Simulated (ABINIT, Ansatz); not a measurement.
## TePb (Fm-3m): changed settings of a GW run in ABINIT

What do changed inputs do to GW on TePb (Fm-3m)?

Main program and level: ABINIT 10.8.3; LDA and many-body steps on it, plane waves.

## 1. The structure

Symmetry: Fm-3m, No. 225, cubic system. The conventional cell has a = 6.462 Å, b = 6.462 Å, c = 6.462 Å, α = 90.00°, β = 90.00°, γ = 90.00°. Nearest to Te lie 6 Pb at 3.23 Å. Nearest to Pb lie 6 Te at 3.23 Å. Farther neighbours and most contacts between anions are not listed.

The cell and positions come from the Crystallography Open Database and are kept as given unless a step says otherwise. Spin-orbit coupling is left out unless a step names it.

## 2. Screening, 4×4×4 mesh, 59 bands, screening to 114.3 eV

This step: ABINIT 10.8.3; RPA screening on LDA, plane waves, norm-conserving pseudopotentials.

The RPA dielectric matrix is built and inverted for each q.

run.abi

```
acell 3*1.0 Angstrom
rprim 
  -0.000000000000 3.231000000000 3.231000000000
  3.231000000000 0.000000000000 3.231000000000
  3.231000000000 3.231000000000 0.000000000000
ntypat 2
znucl 52 82
natom 2
typat 1 2
xred 
  0.500000000000 0.500000000000 0.500000000000
  0.000000000000 -0.000000000000 -0.000000000000
pp_dirpath "pseudos"
pseudos "Te.upf, Pb.upf"
ecut 34
ngkpt 4 4 4
nshiftk 1
shiftk 0 0 0
kptopt 1
chksymbreak 0
istwfk *1
occopt 1
irdwfk 1
optdriver 3
nband 59
ecuteps 4.2
inclvkb 2
awtr 1
symchi 1
indata_prefix "in"
outdata_prefix "out"
tmpdata_prefix "tmp"
```

The run is started by

```
OMP_NUM_THREADS=1 mpirun -n 4 abinit run.abi > log
```

The log of the run:

```text
.Version 10.8.3 of ABINIT. v10.8.2 released Aug 2026.

 Symmetries : space group Fm -3 m (#225); Bravais cF (face-center cubic)
[... echo of the input left out ...]
== DATASET  1 ==================================================================
-   mpi_nproc: 4, omp_nthreads: 1 (-1 if OMP is not activated)

--- !DatasetInfo
iteration_state: {dtset: 1, }
dimensions: {natom: 2, nkpt: 8, mband: 59, nsppol: 1, nspinor: 1, nspden: 1, mpw: 4338, }
cutoff_energies: {ecut:  34.0, pawecutdg:  -1.0, }
electrons: {nelect:   3.00000000E+01, charge:   0.00000000E+00, occopt:   1.00000000E+00, tsmear:   1.00000000E-02, }

 SCREENING: Calculation of the susceptibility and dielectric matrices

 Based on a program developped by R.W. Godby, V. Olevano, G. Onida, and L. Reining.
 Incorporated in ABINIT by V. Olevano, G.-M. Rignanese, and M. Torrent.
.Using double precision arithmetic ; gwpc =  8

[... cell and pseudopotentials left out ...]
--------------------------------------------------------------------------------

 ==== K-mesh for the wavefunctions ====
 Number of points in the irreducible wedge :     8
[... list of points left out ...]
 Together with 48 symmetry operations and time-reversal symmetry
 yields    64 points in the full Brillouin Zone.

 ==== Q-mesh for the screening function ====
 Number of points in the irreducible wedge :     8
[... list of points left out ...]
 Together with 48 symmetry operations and time-reversal symmetry
 yields    64 points in the full Brillouin Zone.

 setmesh: FFT mesh size selected  =    30x   30x   30
          total number of points  =        27000

 vcoul_init : cutoff-mode = AUXILIARY_FUNCTION
 q-points for optical limit:   1
     1)      0.000010    0.000020    0.000030

- screening: taking advantage of time-reversal symmetry
- Maximum band index for partially occupied states nbvw = 15
- Remaining bands to be divided among processors   nbcw = 44
- Number of bands treated by each node ~11

 Number of electrons calculated from density =   30.0000; Expected =   30.0000
 average of density, n =  0.065900
 r_s =    1.5358
 omega_plasma =   24.7627 [eV]

 calculating chi0 at frequencies [eV] :
  1    0.000000E+00    0.000000E+00
  2    0.000000E+00    2.476267E+01

--------------------------------------------------------------------------------
  q-point number  1        q = ( 0.000000, 0.000000, 0.000000) [r.l.u.]
--------------------------------------------------------------------------------
[... chi0 elements left out ...]
 For q-point:  0.000010 0.000020 0.000030
  dielectric constant =  43.6835
  dielectric constant without local fields =  47.1419

  Average fulfillment of the sum rule on Im[epsilon] for q-point    1 :     51.61  [%]
[... wings left out ...]
  q-point number  2        q = ( 0.250000, 0.000000, 0.000000) [r.l.u.]
--------------------------------------------------------------------------------
[... chi0 elements left out ...]
  Average fulfillment of the sum rule on Im[epsilon] for q-point    2 :     73.84  [%]

 [... 6 further q-points ...]
```

Run time: 18 s. Hardware: 4 MPI ranks of Arm Neoverse V1, shared host; peak memory 0.77 GiB; 71 s of CPU time.

Numbers from this step:

* ε∞ with local fields, on this mesh, along the program's q direction: 43.68
* the same without local fields: 47.14
* plasma frequency: 24.76 eV
* plane waves in the screening matrix: 169

Local fields lower ε∞ by 7 %.

## 3. Base

The self-energy is evaluated for the states that the input lists, and the levels follow from it, in one-shot runs by the linearised quasiparticle equation.

This step: G0W0 on LDA, plane waves, norm-conserving pseudopotentials.

Changes to run.abi since step 2:

```diff
@@ -23,8 +23,17 @@
 irdwfk 1
-optdriver 3
+optdriver 4
 nband 59
+gwcalctyp 0
+ecutsigx 34
+symsigma 1
+nkptgw 2
+kptgw 
+  0.5000000000 0.0000000000 0.0000000000
+  0.0000000000 0.0000000000 0.0000000000
+bdgw 
+  13 18
+  13 18
 ecuteps 4.2
-inclvkb 2
-awtr 1
-symchi 1
+irdscr 1
+ppmodel 1
 indata_prefix "in"
```

The log of the run:

```text
.Version 10.8.3 of ABINIT. v10.8.2 released Aug 2026.

 Symmetries : space group Fm -3 m (#225); Bravais cF (face-center cubic)
[... echo of the input left out ...]
== DATASET  1 ==================================================================
-   mpi_nproc: 4, omp_nthreads: 1 (-1 if OMP is not activated)

--- !DatasetInfo
iteration_state: {dtset: 1, }
dimensions: {natom: 2, nkpt: 8, mband: 59, nsppol: 1, nspinor: 1, nspden: 1, mpw: 4338, }
cutoff_energies: {ecut:  34.0, pawecutdg:  -1.0, }
electrons: {nelect:   3.00000000E+01, charge:   0.00000000E+00, occopt:   1.00000000E+00, tsmear:   1.00000000E-02, }

 SIGMA: Calculation of the GW corrections

 Based on a program developped by R.W. Godby, V. Olevano, G. Onida, and L. Reining.
 Incorporated in ABINIT by V. Olevano, G.-M. Rignanese, and M. Torrent.
.Using double precision arithmetic ; gwpc =  8

[... cell and pseudopotentials left out ...]
--------------------------------------------------------------------------------

 ==== K-mesh for the wavefunctions ====
 Number of points in the irreducible wedge :     8
[... list of points left out ...]
 Together with 48 symmetry operations and time-reversal symmetry
 yields    64 points in the full Brillouin Zone.

 ==== Q-mesh for screening function ====
 Number of points in the irreducible wedge :     8
[... list of points left out ...]
 Together with 48 symmetry operations and time-reversal symmetry
 yields    64 points in the full Brillouin Zone.

 vcoul_init : cutoff-mode = AUXILIARY_FUNCTION
 q-points for optical limit:   1
     1)      0.000010    0.000020    0.000030
 setmesh: FFT mesh size selected  =    45x   45x   45
          total number of points  =        91125

 Number of electrons calculated from density =   30.0000; Expected =   30.0000
 average of density, n =  0.065900
 r_s =    1.5358
 omega_plasma =   24.7627 [eV]

 === KS Band Gaps ===
  >>>> For spin  1
   Minimum direct gap =   0.6554 [eV], located at k-point      :   0.5000  0.0000  0.0000
   Fundamental gap    =   0.6554 [eV], Top of valence bands at :   0.5000  0.0000  0.0000
                                       Bottom of conduction at :   0.5000  0.0000  0.0000
 SIGMA fundamental parameters:
 PLASMON POLE MODEL  1
 number of plane-waves for SigmaX                 4285
 number of plane-waves for SigmaC and W            169
 number of plane-waves for wavefunctions          4285
 number of bands                                    59
 number of independent spin polarizations            1
 number of spinorial components                      1
 number of k-points in IBZ                           8
 number of q-points in IBZ                           8
 number of symmetry operations                      48
 number of k-points in BZ                           64
 number of q-points in BZ                           64
 number of frequencies for dSigma/dE                 9
 frequency step for dSigma/dE [eV]                0.25
 number of omega for Sigma on real axis              0
 max omega for Sigma on real axis  [eV]           0.00
 zcut for avoiding poles [eV]                     0.10

 EPSILON^-1 parameters (SCR file):
 dimension of the eps^-1 matrix on file            169
 dimension of the eps^-1 matrix used               169
 number of plane-waves for wavefunctions          4285
 number of bands                                    59
 number of q-points in IBZ                           8
 number of frequencies                               2
 number of real frequencies                          1
 number of imag frequencies                          1

 matrix elements of self-energy operator (all in [eV])

 Perturbative Calculation

--- !SelfEnergy_ee
iteration_state: {dtset: 1, }
kpoint     : [   0.500,    0.000,    0.000, ]
spin       : 1
KS_gap     :    0.655
QP_gap     :    0.998
Delta_QP_KS:    0.343
data: !SigmaeeData |
     Band     E0 <VxcDFT>   SigX SigC(E0)      Z dSigC/dE  Sig(E)    E-E0       E
       13   3.040 -12.065 -14.364   1.935   0.783  -0.278 -12.350  -0.285   2.755
       14   3.040 -12.065 -14.364   1.935   0.783  -0.278 -12.350  -0.285   2.755
       15   3.875 -12.386 -13.768   1.145   0.792  -0.263 -12.573  -0.188   3.688
       16   4.531 -10.163  -7.236  -2.733   0.801  -0.249 -10.008   0.155   4.686
       17   5.112 -10.388  -7.611  -2.615   0.798  -0.252 -10.259   0.129   5.241
       18   5.112 -10.388  -7.611  -2.615   0.798  -0.252 -10.259   0.129   5.241

--- !SelfEnergy_ee
iteration_state: {dtset: 1, }
kpoint     : [   0.000,    0.000,    0.000, ]
spin       : 1
KS_gap     :    5.340
QP_gap     :    5.832
Delta_QP_KS:    0.492
data: !SigmaeeData |
     Band     E0 <VxcDFT>   SigX SigC(E0)      Z dSigC/dE  Sig(E)    E-E0       E
[...]
16   7.910 -11.177  -7.424  -3.615   0.782  -0.279 -11.069   0.108   8.018
       17   7.910 -11.177  -7.424  -3.615   0.782  -0.279 -11.069   0.108   8.018
       18   7.910 -11.177  -7.424  -3.615   0.782  -0.279 -11.069   0.108   8.018

== END DATASET(S) ==============================================================
================================================================================

 -outvars: echo values of variables after computation  --------
           etotal      0.0000000000E+00
            nband          59
             nkpt           8
          spgroup         225
 [... the other variables as echoed above ...]

 Calculation completed.
```

Wall time 6.9 s (4 MPI ranks); peak memory 0.75 GiB.

This step gave:

```
G0W0 gap on the points computed              : 0.9980 eV
starting gap on the mesh                     : 0.6554 eV
k of the valence top                         : 0.5, 0, 0
k of the conduction bottom                   : 0.5, 0, 0
Z at the valence top                         : 0.792
Z at the conduction bottom                   : 0.801
least direct G0W0 gap on the computed points : 0.9980 eV
```

The gap on the mesh goes from 0.66 eV to 1.00 eV, a correction of +0.34 eV.

## 4. No symmetry in the self-energy

Changes to run.abi since step 3:

```diff
@@ -27,3 +27,3 @@
 ecutsigx 34
-symsigma 1
+symsigma 0
 nkptgw 2
```

The log of the run:

```text
.Version 10.8.3 of ABINIT. v10.8.2 released Aug 2026.

 Symmetries : space group Fm -3 m (#225); Bravais cF (face-center cubic)
[... echo of the input left out ...]
== DATASET  1 ==================================================================
-   mpi_nproc: 4, omp_nthreads: 1 (-1 if OMP is not activated)

--- !DatasetInfo
iteration_state: {dtset: 1, }
dimensions: {natom: 2, nkpt: 8, mband: 59, nsppol: 1, nspinor: 1, nspden: 1, mpw: 4338, }
cutoff_energies: {ecut:  34.0, pawecutdg:  -1.0, }
electrons: {nelect:   3.00000000E+01, charge:   0.00000000E+00, occopt:   1.00000000E+00, tsmear:   1.00000000E-02, }

 SIGMA: Calculation of the GW corrections

 Based on a program developped by R.W. Godby, V. Olevano, G. Onida, and L. Reining.
 Incorporated in ABINIT by V. Olevano, G.-M. Rignanese, and M. Torrent.
.Using double precision arithmetic ; gwpc =  8

[... cell and pseudopotentials left out ...]
--------------------------------------------------------------------------------

 ==== K-mesh for the wavefunctions ====
 Number of points in the irreducible wedge :     8
[... list of points left out ...]
 Together with 48 symmetry operations and time-reversal symmetry
 yields    64 points in the full Brillouin Zone.

 ==== Q-mesh for screening function ====
 Number of points in the irreducible wedge :     8
[... list of points left out ...]
 Together with 48 symmetry operations and time-reversal symmetry
 yields    64 points in the full Brillouin Zone.

 vcoul_init : cutoff-mode = AUXILIARY_FUNCTION
 q-points for optical limit:   1
     1)      0.000010    0.000020    0.000030
 setmesh: FFT mesh size selected  =    45x   45x   45
          total number of points  =        91125

 Number of electrons calculated from density =   30.0000; Expected =   30.0000
[...]
number of omega for Sigma on real axis              0
 max omega for Sigma on real axis  [eV]           0.00
 zcut for avoiding poles [eV]                     0.10

 EPSILON^-1 parameters (SCR file):
 dimension of the eps^-1 matrix on file            169
 dimension of the eps^-1 matrix used               169
 number of plane-waves for wavefunctions          4285
 number of bands                                    59
 number of q-points in IBZ                           8
 number of frequencies                               2
 number of real frequencies                          1
 number of imag frequencies                          1

 matrix elements of self-energy operator (all in [eV])

 Perturbative Calculation

--- !SelfEnergy_ee
iteration_state: {dtset: 1, }
kpoint     : [   0.500,    0.000,    0.000, ]
spin       : 1
KS_gap     :    0.655
QP_gap     :    0.998
Delta_QP_KS:    0.343
data: !SigmaeeData |
     Band     E0 <VxcDFT>   SigX SigC(E0)      Z dSigC/dE  Sig(E)    E-E0       E
       13   3.040 -12.065 -14.364   1.935   0.783  -0.278 -12.350  -0.285   2.755
       14   3.040 -12.065 -14.364   1.935   0.783  -0.278 -12.350  -0.285   2.755
       15   3.875 -12.386 -13.768   1.145   0.792  -0.263 -12.573  -0.188   3.688
[...]
--- !SelfEnergy_ee
iteration_state: {dtset: 1, }
kpoint     : [   0.000,    0.000,    0.000, ]
spin       : 1
KS_gap     :    5.340
QP_gap     :    5.832
Delta_QP_KS:    0.492
data: !SigmaeeData |
     Band     E0 <VxcDFT>   SigX SigC(E0)      Z dSigC/dE  Sig(E)    E-E0       E
[...]
17   7.910 -11.177  -7.424  -3.615   0.782  -0.279 -11.069   0.108   8.018
       18   7.910 -11.177  -7.424  -3.615   0.782  -0.279 -11.069   0.108   8.018

== END DATASET(S) ==============================================================
================================================================================

 -outvars: echo values of variables after computation  --------
           etotal      0.0000000000E+00
            nband          59
             nkpt           8
          spgroup         225
 [... the other variables as echoed above ...]

 Calculation completed.
```

Wall time 26 s (4 MPI ranks); peak memory 0.91 GiB.

Numbers from this step:

```yaml
g0w0_gap_on_the_points_computed: 0.9980 eV
starting_gap_on_the_mesh: 0.6554 eV
k_of_the_valence_top: 0.5, 0, 0
k_of_the_conduction_bottom: 0.5, 0, 0
z_at_the_valence_top: 0.792
z_at_the_conduction_bottom: 0.801
least_direct_g0w0_gap_on_the_computed_points: 0.9980 eV
```

Against G0W0 in ABINIT (4×4×4 mesh, 59 bands, screening to 114.3 eV, Godby-Needs plasmon pole), the gap moves by +0.000 eV.

(Part 1 of 2 ends here.)

[Paths, hosts, dates, memory and timing lines, banners, echoed tables and standing remarks are left out of the program output.]

[Logs are printed without paths, hosts, clocks, repeated set-up lines and the standing remarks that a program may print on its own settings, such as how far it seeks lower states.]

[Runs of the session that timed out or met a known fault of the program may be left out.]

[Hosts, paths, dates, database ids (printed as entryN), source tags and the programs' standing remarks are cut or masked in the printed files.]

[G0W0 gaps are taken among the corrected bands and points alone; a level outside them can change the order at an edge.]

[Where Ansatz stands beside ABINIT at settings called matched, ABINIT's density can come from a denser mesh and the files from another edition; pairs whose starting gaps differed by over 0.03 eV were left out, so agreement reads better than it is.]
